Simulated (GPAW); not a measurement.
# LiCl (Fm-3m) in GPAW: notebook, part 2 of 2

GPAW 26.7.0. The steps go on from the part before.

### 4 Relaxation of cell and atoms, PBEsol, target pressure 5 GPa, at which the enthalpy is minimised

Input file run.py:

```python
from ase import Atoms
from ase.filters import FrechetCellFilter
from ase.io import write
from ase.optimize import BFGS
from ase.units import GPa
from gpaw import GPAW, PW, setup_paths

setup_paths.insert(0, '.')

atoms = Atoms(['Cl', 'Li'],
              cell=[[0.0, 2.56477, 2.56477],
                    [2.56477, 0.0, 2.56477],
                    [2.56477, 2.56477, 0.0]],
              scaled_positions=[[0.5, 0.5, 0.5],
                                [0.0, 0.0, 0.0]],
              pbc=True)

calc = GPAW(mode=PW(800),
            xc='PBEsol',
            kpts={'size': (9, 9, 9), 'gamma': True},
            occupations={'name': 'fermi-dirac', 'width': 0.05},
            nbands=11,
            convergence={'density': 1e-05, 'forces': 0.0001},
            maxiter=150,
            txt='gpaw.txt')
atoms.calc = calc
opt = BFGS(FrechetCellFilter(atoms, scalar_pressure=5 * GPa), trajectory='relax.traj', logfile='-')
done = opt.run(fmax=0.02, steps=60)
calc.write('gs.gpw')
write('result.traj', atoms)
print('Converged:', done)
print('Cell:', atoms.cell.cellpar().round(4))
print('Volume:', round(atoms.get_volume(), 4))
print(atoms.get_scaled_positions().round(5))
```

On the command line:

```bash
$ gpaw-setup -f PBEsol Cl Li
$ OMP_NUM_THREADS=1 python run.py
```

It took 49 s on 1 thread of Arm Neoverse V1, shared host; peak memory 0.2 GiB.

The run converged. Its results:

```yaml
Free_energy: -7.5710 eV
Relaxed_volume: 14.59 Å³/atom
Relaxed_cell: a = 3.456 Å, b = 3.456 Å, c = 3.456 Å, α = 60.00°, β = 60.00°, γ = 60.00°
Space_group_after_relaxing_to_0.05_Å: Fm-3m (No. 225)
Energy_change_on_relaxing_the_enthalpy_is_what_falls: +21.2 meV/atom
Ionic_steps: 4
Pressure_after_relaxing: 4.8 GPa
Band_gap_on_the_k_mesh: 6.72 eV, indirect (least direct gap 7.04 eV)
```

The path:
```csv
step,energy change (eV),largest force (eV/Å),pressure (GPa),volume (Å³)
1,0.0000,0.0000,-1.17,33.74
2,-0.0027,0.0000,-0.74,33.28
3,0.0661,0.0000,6.21,28.50
4,0.0424,0.0000,4.85,29.19
```

Final structure:
```cif
data_structure
_symmetry_space_group_name_H-M 'P 1'
_symmetry_Int_Tables_number 1
_cell_length_a 3.4560
_cell_length_b 3.4560
_cell_length_c 3.4560
_cell_angle_alpha 60.000
_cell_angle_beta 60.000
_cell_angle_gamma 60.000
_cell_volume 29.19
loop_
_atom_site_label
_atom_site_type_symbol
_atom_site_fract_x
_atom_site_fract_y
_atom_site_fract_z
_atom_site_occupancy
Cl1 Cl 0.50000 0.50000 0.50000 1
Li1 Li 0.00000 0.00000 0.00000 1
```

Levels at points of the mesh, in eV from the valence-band top:
| k point | band 2 | band 3 | band 4 | band 5 | band 6 | band 7 |
| --- | --- | --- | --- | --- | --- | --- |
| (0.00, 0.00, 0.00) | 0.00 | 0.00 | 0.00 | 7.04 | 11.71 | 11.71 |

Caveat: later steps reuse the first step's grids; an odd mesh through Γ misses points on the zone boundary, where band edges often lie.

### 5 Relaxation of cell and atoms, PBEsol, target pressure 10 GPa, at which the enthalpy is minimised

Changes to run.py since step 4:

```diff
@@ -26,3 +26,3 @@
 atoms.calc = calc
-opt = BFGS(FrechetCellFilter(atoms, scalar_pressure=5 * GPa), trajectory='relax.traj', logfile='-')
+opt = BFGS(FrechetCellFilter(atoms, scalar_pressure=10 * GPa), trajectory='relax.traj', logfile='-')
 done = opt.run(fmax=0.02, steps=60)
```

On the command line:

```bash
$ gpaw-setup -f PBEsol Cl Li
$ OMP_NUM_THREADS=1 python run.py
```

Wall time 59 s (1 thread of Arm Neoverse V1, shared host); peak memory 0.21 GiB.

The run converged. Its results:

```yaml
Free_energy: -7.4693 eV
Relaxed_volume: 13.48 Å³/atom
Relaxed_cell: a = 3.365 Å, b = 3.365 Å, c = 3.365 Å, α = 60.00°, β = 60.00°, γ = 60.00°
Space_group_after_relaxing_to_0.05_Å: Fm-3m (No. 225)
Energy_change_on_relaxing_the_enthalpy_is_what_falls: +72.0 meV/atom
Ionic_steps: 5
Pressure_after_relaxing: 10.0 GPa
Band_gap_on_the_k_mesh: 6.78 eV, indirect (least direct gap 7.15 eV)
```

The path:
```csv
step,energy change (eV),largest force (eV/Å),pressure (GPa),volume (Å³)
1,0.0000,0.0000,-1.17,33.74
2,-0.0040,0.0000,-0.37,32.90
3,0.2241,0.0000,13.35,25.85
4,0.1324,0.0000,9.46,27.14
5,0.1440,0.0000,9.98,26.95
```

Final structure:
```xyz
2
Lattice="0.0000 2.3797 2.3797 2.3797 0.0000 2.3797 2.3797 2.3797 0.0000" Properties=species:S:1:pos:R:3 pbc="T T T"
Cl    2.3797    2.3797    2.3797
Li    0.0000    0.0000    0.0000
```

Levels at points of the mesh, in eV from the valence-band top:
```csv
k point,band 1,band 2,band 3,band 4,band 5,band 6,band 7
"(0.00, 0.00, 0.00)",-14.37,0.00,0.00,0.00,7.63,11.70,11.70
```

Caveat: later steps reuse the first step's grids; the volume moved by over 15 % at a fixed basis, so the end points are rough; an odd mesh through Γ misses points on the zone boundary, where band edges often lie.

### 6 Relaxation of cell and atoms, PBEsol, target pressure 20 GPa, at which the enthalpy is minimised

Changes to run.py since step 5:

```diff
@@ -26,3 +26,3 @@
 atoms.calc = calc
-opt = BFGS(FrechetCellFilter(atoms, scalar_pressure=10 * GPa), trajectory='relax.traj', logfile='-')
+opt = BFGS(FrechetCellFilter(atoms, scalar_pressure=20 * GPa), trajectory='relax.traj', logfile='-')
 done = opt.run(fmax=0.02, steps=60)
```

Potentials or basis: PAW data sets generated in the run's folder for this functional, pw.

On the command line:

```bash
$ gpaw-setup -f PBEsol Cl Li
$ OMP_NUM_THREADS=1 python run.py
```

Run time: 57 s. Hardware: 1 thread of Arm Neoverse V1, shared host; peak memory 0.2 GiB.

The run converged. Its results:

```yaml
Free_energy: -7.2149 eV
Relaxed_volume: 12.08 Å³/atom
Relaxed_cell: a = 3.245 Å, b = 3.245 Å, c = 3.245 Å, α = 60.00°, β = 60.00°, γ = 60.00°
Space_group_after_relaxing_to_0.05_Å: Fm-3m (No. 225)
Energy_change_on_relaxing_the_enthalpy_is_what_falls: +199.3 meV/atom
Ionic_steps: 5
Pressure_after_relaxing: 20.0 GPa
Band_gap_on_the_k_mesh: 6.84 eV, indirect (least direct gap 7.29 eV)
```

Step by step:
| step | energy change (eV) | largest force (eV/Å) | pressure (GPa) | volume (Å³) |
| --- | --- | --- | --- | --- |
| 1 | 0.0000 | 0.0000 | -1.17 | 33.74 |
| 2 | -0.0037 | 0.0000 | 0.42 | 32.17 |
| 3 | 0.4413 | 0.0000 | 21.55 | 23.83 |
| 4 | 0.3898 | 0.0000 | 19.68 | 24.23 |
| 5 | 0.3985 | 0.0000 | 20.00 | 24.16 |

Final structure:
```
CELL_PARAMETERS angstrom
0.00000 2.29452 2.29452
2.29452 0.00000 2.29452
2.29452 2.29452 0.00000
ATOMIC_POSITIONS crystal
Cl 0.50000 0.50000 0.50000
Li 0.00000 0.00000 0.00000
```

Levels at points of the mesh, in eV from the valence-band top:
```csv
k point,band 2,band 3,band 4,band 5,band 6,band 7
"(0.00, 0.00, 0.00)",0.00,0.00,0.00,8.58,11.66,11.66
```

Caveat: later steps reuse the first step's grids; the volume moved by over 15 % at a fixed basis, so the end points are rough; an odd mesh through Γ misses points on the zone boundary, where band edges often lie.

### 7 Relaxation of cell and atoms, PBEsol, target pressure 30 GPa, at which the enthalpy is minimised

Changes to run.py since step 6:

```diff
@@ -26,3 +26,3 @@
 atoms.calc = calc
-opt = BFGS(FrechetCellFilter(atoms, scalar_pressure=20 * GPa), trajectory='relax.traj', logfile='-')
+opt = BFGS(FrechetCellFilter(atoms, scalar_pressure=30 * GPa), trajectory='relax.traj', logfile='-')
 done = opt.run(fmax=0.02, steps=60)
```

Potentials or basis: PAW data sets generated in the run's folder for this functional, pw.

On the command line:

```bash
$ gpaw-setup -f PBEsol Cl Li
$ OMP_NUM_THREADS=1 python run.py
```

gpaw.txt:

```text
__  _  _
 | _ |_)|_||  |
 |__||  | ||/\| - 26.7.0

Input parameters:
  mode=PW(ecut=800.0),
  convergence={'density': 1e-05, 'forces': 0.0001},
  kpts=MonkhorstPack(size=(9, 9, 9), gamma=True),
  maxiter=150,
  nbands=11,
  occupations=Occupations(name='fermi-dirac', width=0.05),
  xc=XC(name='PBEsol')

Diagonalizing LCAO Hamiltonian
Converting LCAO to pw mode

               Cl

       Li

Atoms  # Å, Bohr magnetons
|   | symbol |        x |        y |        z |    initial magnetic moments |
|---|--------|----------|----------|----------|-----------------------------|
| 0 |     Cl | 2.564770 | 2.564770 | 2.564770 | ( 0.0000,  0.0000,  0.0000) |
| 1 |     Li | 0.000000 | 0.000000 | 0.000000 | ( 0.0000,  0.0000,  0.0000) |

Unit cell  # Å
| periodic |        x |        y |        z |  lengths |    angles |
[... 810 lines left out ...]
|      yes | 2.227936 | 0.000000 |  2.227936 | 3.150778 | 60.000000 |
|      yes | 2.227936 | 2.227936 | -0.000000 | 3.150778 | 60.000000 |
[... 239 lines left out ...]
Stress tensor  # eV/Ang^3
|         x |         y |         z |
|-----------|-----------|-----------|
| -0.195982 | -0.000000 | -0.000000 |
| -0.000000 | -0.195982 |  0.000000 |
| -0.000000 |  0.000000 | -0.195982 |

Forces  # eV/Ang
|        x |       y |       z |
|----------|---------|---------|
|  0.00000 | 0.00000 | 0.00000 |  # Cl   0
| -0.00000 | 0.00000 | 0.00000 |  # Li   1

Interpolating wave functions to new cell

              Cl

       Li

Atoms  # Å, Bohr magnetons
|   | symbol |         x |         y |         z |    initial magnetic moments |
|---|--------|-----------|-----------|-----------|-----------------------------|
| 0 |     Cl |  2.235225 |  2.235225 |  2.235225 | ( 0.0000,  0.0000,  0.0000) |
| 1 |     Li | -0.000000 | -0.000000 | -0.000000 | ( 0.0000,  0.0000,  0.0000) |

Unit cell  # Å
| periodic |        x |        y |         z |  lengths |    angles |
|----------|----------|----------|-----------|----------|-----------|
|      yes | 0.000000 | 2.235225 |  2.235225 | 3.161086 | 60.000000 |
|      yes | 2.235225 | 0.000000 |  2.235225 | 3.161086 | 60.000000 |
|      yes | 2.235225 | 2.235225 | -0.000000 | 3.161086 | 60.000000 |
[... 238 lines left out ...]
Stress tensor  # eV/Ang^3
|         x |         y |         z |
|-----------|-----------|-----------|
| -0.187000 |  0.000000 |  0.000000 |
|  0.000000 | -0.187000 |  0.000000 |
|  0.000000 |  0.000000 | -0.187000 |

Forces  # eV/Ang
|       x |        y |        z |
|---------|----------|----------|
| 0.00000 |  0.00000 | -0.00000 |  # Cl   0
| 0.00000 | -0.00000 | -0.00000 |  # Li   1

# Writing to gs.gpw (mode='')
```

Run time: 56 s. Hardware: 1 thread of Arm Neoverse V1, shared host; peak memory 0.19 GiB.

Results:

```
Free energy                                            : -6.9332 eV
Relaxed volume                                         : 11.17 Å³/atom
Relaxed cell                                           : a = 3.161 Å, b = 3.161 Å, c = 3.161 Å, α = 60.00°, β = 60.00°, γ = 60.00°
Space group after relaxing (to 0.05 Å)                 : Fm-3m (No. 225)
Energy change on relaxing (the enthalpy is what falls) : +340.1 meV/atom
Ionic steps                                            : 5
Pressure after relaxing                                : 30.0 GPa
Band gap on the k mesh                                 : 6.88 eV, indirect (least direct gap 7.38 eV)
```

The path:
```tsv
step	energy change (eV)	largest force (eV/Å)	pressure (GPa)	volume (Å³)
1	0.0000	0.0000	-1.17	33.74
2	0.0002	0.0000	1.30	31.45
3	0.5173	0.0000	24.27	23.30
4	0.7219	0.0000	31.40	22.12
5	0.6801	0.0000	29.96	22.34
```

Final structure:
```
Cl Li
1.0
     0.00000    2.23523    2.23523
     2.23523    0.00000    2.23523
     2.23523    2.23523    0.00000
Cl Li
1 1
Direct
  0.50000 0.50000 0.50000
  0.00000 0.00000 0.00000
```

Caveat: later steps reuse the first step's grids; the volume moved by over 15 % at a fixed basis, so the end points are rough; an odd mesh through Γ misses points on the zone boundary, where band edges often lie.

### 8 Overview

```csv
cell,target pressure,gap on the mesh (eV),pressure (GPa)
relaxed,-,6.34,0.1
relaxed to 2 GPa,2 GPa,6.64,2.0
relaxed to 5 GPa,5 GPa,6.72,4.8
relaxed to 10 GPa,10 GPa,6.78,10.0
relaxed to 20 GPa,20 GPa,6.84,20.0
relaxed to 30 GPa,30 GPa,6.88,30.0
```

Alike in all rows: task relaxation of cell and atoms; level PBEsol; potentials or basis PAW data sets generated in the run's folder for this functional, pw; no spin polarisation; k mesh 9 × 9 × 9; cutoff (eV) 800; smearing fermi-dirac 0.05 eV.

Caveats: later steps reuse the first step's grids; an odd mesh through Γ misses points on the zone boundary, where band edges often lie; the volume moved by over 15 % at a fixed basis, so the end points are rough (some runs).

Total energies depend on the potentials used, so only differences within one code and one set of settings carry meaning.
